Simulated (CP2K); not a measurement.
Runs of CP2K 2026.2 on GaSb. Symmetry: F-43m, No. 216, cubic system. The conventional cell has a = 6.118 Å, b = 6.118 Å, c = 6.118 Å, α = 90.00°, β = 90.00°, γ = 90.00°. Sb (site symmetry -43m) has 4 Ga at 2.65 Å as nearest neighbours. Ga (site symmetry -43m) has 4 Sb at 2.65 Å as nearest neighbours. 

```tsv
task	level	potentials or basis	smearing	EPS_DEFAULT	NGRIDS	CUTOFF of the grids	points a segment of the path (NPOINTS)	bands added on the path	gap on the mesh (eV)	pressure (GPa)	V0 of scaled cells (Å³/atom)	B0 (GPa)
equation of state	LDA	GTH_POTENTIALS Sb GTH-PADE-q5, Ga GTH-PADE-q13; TZVP-MOLOPT-PBE-GTH basis	fermi-dirac 0.1 eV	1.0E-9	5	450 Ry	-	-	-	-	27.69	(b)
single point	PBEsol	POTENTIAL_UZH Sb GTH-PBE-q5, Ga GTH-PBE-q13; TZVP-MOLOPT-PBE-GTH basis	fermi-dirac 0.05 eV	1.0E-10	5	450 Ry	-	-	none	1.3	-	-
band structure	r2SCAN	POTENTIAL_UZH Sb GTH-SCAN-q5, Ga GTH-SCAN-q13; TZVP-MOLOPT-SCAN-GTH basis	fermi-dirac 0.05 eV	1.0E-10	4	675 Ry	6	4	(a)	-0.3	-	-
band structure	PBEsol	POTENTIAL_UZH Sb GTH-PBE-q5, Ga GTH-PBE-q13; TZVP-MOLOPT-PBE-GTH basis	fermi-dirac 0.05 eV	1.0E-9	5	450 Ry	6	4	none	1.3	-	-
equation of state	PBEsol	POTENTIAL_UZH Sb GTH-PBE-q5, Ga GTH-PBE-q13; TZVP-MOLOPT-PBE-GTH basis	fermi-dirac 0.05 eV	1.0E-10	5	450 Ry	-	-	-	-	29.34	48
```

Alike in all rows: no spin polarisation; cell as given; k mesh 8 × 8 × 8.

Q: Estimate the missing entries.

A: (a) 0.38; (b) 55.

Caveats: the basis of atomic orbitals isn't converged, which shifts pressures, moduli and gaps; the potentials were made for another functional, which shifts forces and pressure (some runs); spin-orbit coupling is left out, which moves the levels of the heavy elements (some runs).

A k mesh can miss the band edges, and the runs leave out spin-orbit coupling on Ga, Sb.

A gap of «none» marks a metal or a gap under the smearing width.
